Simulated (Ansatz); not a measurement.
**Manganese, simple cubic under RPBE: structure, energy and stiffness**

The plan for manganese in the simple cubic structure: relax it, solve it on a dense k-mesh, then scale the cell to 7 volumes from 88 to 112 % of the relaxed one and try a fit of the equation of state. Spin polarisation is left out, though the real metal is magnetic, so this state lies above the ground state. The k-meshes are 13×13×13 for the relaxation; 22×22×22 for the dense run; 15×15×15 for the volumes.

Computed with Ansatz 0.2.0 (DFT RPBE, plane waves (420 eV) with PAW, scalar-relativistic; PAW files made under PBE, frozen cores solved again for the functional, unless a step says otherwise).

### Step 1. The system as given

The structure is cubic, space group Pm-3m (No. 221). Conventional cell: a = 2.332 Å, b = 2.332 Å, c = 2.332 Å, α = 90.00°, β = 90.00°, γ = 90.00°. Around Mn (site symmetry m-3m) lie 6 Mn at 2.33 Å.

Structure file:

```
Mn
1.0
     2.33246    0.00000    0.00000
     0.00000    2.33246    0.00000
     0.00000    0.00000    2.33246
Mn
1
Direct
  0.00000 0.00000 0.00000
```

### Step 2. Relaxation of the cell

input.yaml

```yaml
crystal:
  lattice:
    - [2.3324620846, 0.0, 0.0]
    - [0.0, 2.3324620846, 0.0]
    - [0.0, 0.0, 2.3324620846]
  atoms:
    - { symbol: Mn, position: [0.0, 0.0, 0.0] }
hamiltonian:
  xc: rpbe
  pseudopotentials:
    kind: paw
    azcp:
      Mn: "pseudopotentials/Mn.paw.azcp"
basis:
  ecutwfc: 420
  fft_grid_basis: typed
kpoints:
  mp_grid: { grid: [13, 13, 13], shift: [0, 0, 0] }
magnetization:
  spin_polarized: false
scf:
  occupations: { method: fermi_dirac, width: 0.1 }
relax:
  max_steps: 60
  f_tol: 0.01
  cell: {}
```

The runs that follow: The energy on a finer k-mesh; Equation of state: 88 %; Equation of state: 92 %; Equation of state: 96 %; Equation of state: 100 %; Equation of state: 104 %; Equation of state: 108 %; Equation of state: 112 %.

**Question.** What will these runs give? Wanted: space group; conventional cell; volume; shortest distance; gap on the mesh; relative to alpha-Mn; V₀, B₀, B₀′.

The runs gave:

```
                                 quantity                         value
           space group (spins left aside)               Pm-3m (No. 221)
                        conventional cell                   a = 2.302 Å
                                   volume                12.206 Å³/atom
                        shortest distance                       2.302 Å
                          gap on the mesh  none (levels filled in part)
relative to alpha-Mn (A12), ferrimagnetic                 +981 meV/atom
                              V₀, B₀, B₀′  12.168 Å³/atom, 198 GPa, 4.3
```

What this shows: The relaxation shrank the cell by 3.8 % in volume. Against the reference form of manganese (alpha-Mn (A12), ferrimagnetic, computed apart with the same settings) it stands 981 meV/atom higher; part of this is magnetic energy, as this run has no moments. Levels at the Fermi energy are filled in part, as in a metal. B₀ comes out at 198 GPa. Relaxation kept the symmetry; phonons were not checked.
